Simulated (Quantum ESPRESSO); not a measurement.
**BaF2 (Frankdicksonite) under changes of volume**

One of the cells (19.862 Å³/atom); the others are scaled copies at fixed shape and fractional positions:

```
Ba F
1.0
     0.00000    3.10005    3.10005
     3.10005    0.00000    3.10005
     3.10005    3.10005    0.00000
Ba F
1 2
Direct
  0.00000 0.00000 0.00000
  0.75000 0.75000 0.75000
  0.25000 0.25000 0.25000
```

| Item | Value |
| --- | --- |
| Program | Quantum ESPRESSO 7.5 |
| Functional | PBE |
| Dispersion | D3(BJ) |
| Potentials or basis | PseudoDojo 0.4.1 SR PBE standard |
| Cutoff | 1143 eV |
| Density cutoff | 4572 eV |
| k mesh | 8 × 8 × 8 |
| Occupations | fermi-dirac, width 0.05 eV |
| Spin | no spin polarisation |

```csv
volume (Å³/atom),energy over the lowest point (meV/atom),pressure (GPa),gap on the mesh (eV)
18.670,?,?,?
19.067,9.85,3.3,6.99
19.464,3.39,1.9,6.90
19.862,0.22,0.7,6.81
20.259,0.00,-0.5,6.73
20.656,2.39,-1.5,6.64
21.053,7.14,-2.4,6.56
```

**Question.** What does the run at 18.670 Å³/atom give?

**Answer.** Energy over the lowest point 20.01 meV/atom; pressure 4.9 GPa; gap on the mesh 7.08 eV.

Worked out: A Birch-Murnaghan fit of order 3 (a polynomial in V^(-2/3)) to the other rows has its minimum at 20.09 Å³/atom with B0 = V·E''(V) = 56 GPa and B' = 4.7. It gives 19.99 meV/atom at 18.670 Å³/atom, against the run's 20.01, and -dE/dV = 4.9 GPa, against 4.9. A straight line through the other rows of the gap, of slope -4.34 eV per unit of ln V, extrapolates to 7.08 eV, against the run's 7.08.

Energies are extrapolated to zero smearing.

Caveats: this release of the barium file is off; spin-orbit coupling is left out, which moves the levels of the heavy elements.

A mesh can miss the band edges.
